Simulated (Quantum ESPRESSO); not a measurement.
Runs of Quantum ESPRESSO 7.5 on PtS2. The structure is trigonal, space group P-3m1 (No. 164). The conventional cell has a = 3.543 Å, b = 3.543 Å, c = 5.039 Å, α = 90.00°, β = 90.00°, γ = 120.00°. Pt (site symmetry -3m) has 6 S at 2.34 Å as nearest neighbours. Around S (site symmetry 3m) lie 3 Pt at 2.34 Å. 

```csv
task,level,potentials or basis,U,cell,k mesh,mixing beta,start of the occupations,hubbard projectors,q mesh,mesh quality,pressure (GPa),largest force (eV/Å)
phonons,PBEsol,GBRV 1.5 PBEsol,-,as given,"4 × 4 × 2, shifted",0.5,-,-,-,coarse,5.8,(a)
phonons,PBEsol,GBRV 1.5 PBEsol,-,relaxed,"4 × 4 × 2, shifted",0.5,-,-,-,coarse,-0.1,-
phonons,WC,GBRV 1.5 PBE,-,relaxed,"4 × 4 × 2, shifted",0.5,-,-,-,coarse,-0.1,-
phonons,PBEsol,GBRV 1.5 PBEsol,-,as given,"6 × 6 × 4, shifted",0.5,-,-,-,not flagged,6.1,0.94
Hubbard U by linear response,PBEsol+U,GBRV 1.5 PBEsol,Pt d U = 0.0001 eV,as given,4 × 4 × 2,0.3,default,ortho-atomic,2 × 2 × 2,coarse,5.9,(b)
```

Alike in all rows: no spin polarisation; cutoff (eV) 612; smearing fermi-dirac 0.05 eV.

Problem. Fill in the values left out.

Solution. (a) 0.97; (b) 1.04.

Caveats: some runs use coarse meshes; the atoms weren't relaxed first, which shifts the frequencies (some runs); the cell is more than 3 GPa from zero pressure, which shifts response properties (some runs); the layers were relaxed without a dispersion term, so their spacing and the soft interlayer modes are unreliable (some runs); the potentials were made for another functional, which shifts forces and pressure (some runs); forces of over 1 eV/Å show positions far from the minimum, so gaps and moduli don't describe the material at rest (some runs).
